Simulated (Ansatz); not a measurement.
This Ansatz 0.2.0 run on CoO needs a look.

input.yaml

```yaml
crystal:
  lattice:
    - [1.5054695445, 0.8691832468, 2.4399269062]
    - [-1.5054695445, 0.8691832468, 2.4399269062]
    - [0.0, -1.7383664936, 2.4399269062]
  atoms:
    - { symbol: Co, position: [0.0, 0.0, 0.0], spin: 2.0 }
    - { symbol: O, position: [0.5, 0.5, 0.5] }
hamiltonian:
  xc: r2scan
  pseudopotentials: { kind: paw, xc_functional: lda, accuracy: standard }
  dispersion: d3bj
magnetization:
  spin_polarized: true
kpoints:
  mp_grid: { grid: [11, 11, 11] }
scf:
  occupations: { method: gaussian, width: 0.02 }
  max_iter: 75
output:
  forces: true
  stress: true
  eigenvalues: true
ENCUT: 0.3
```

Potentials or basis: JTH PAW LDA.

Run with:

```console
$ ansatz run input.yaml --threads 1 --pin off --max-ram 2560MiB --backend cpu --events-out ev --progress --plain --runs-dir out
```

Output:

```text
Error: YAML parse error: error: line 24 column 1: unknown field `ENCUT`, expected one of crystal, accuracy, basis, kpoints, hamiltonian, magnetization, projection, total_charge, correlation, batch, efield, external_charges, scf, relax, neb, saddle, md, ramp, phonons, dielectric, real_time, elastic, magnetic_configurations, gw, evaluate, workflow, output, checkpoint, execution
  --> <input>:24:1
   |
22 |   stress: true
23 |   eigenvalues: true
24 | ENCUT: 0.3
   | ^ unknown field `ENCUT`, expected one of crystal, accuracy, basis, kpoints, hamiltonian, magnetization, projection, total_charge, correlation, batch, efield, external_charges, scf, relax, neb, saddle, md, ramp, phonons, dielectric, real_time, elastic, magnetic_configurations, gw, evaluate, workflow, output, checkpoint, execution
```

Problem. What happened, and what is wrong with the input?

Solution. The input was rejected before any iteration. The input holds a flaw that was put in on purpose: a keyword of another program (ENCUT = 0.3).
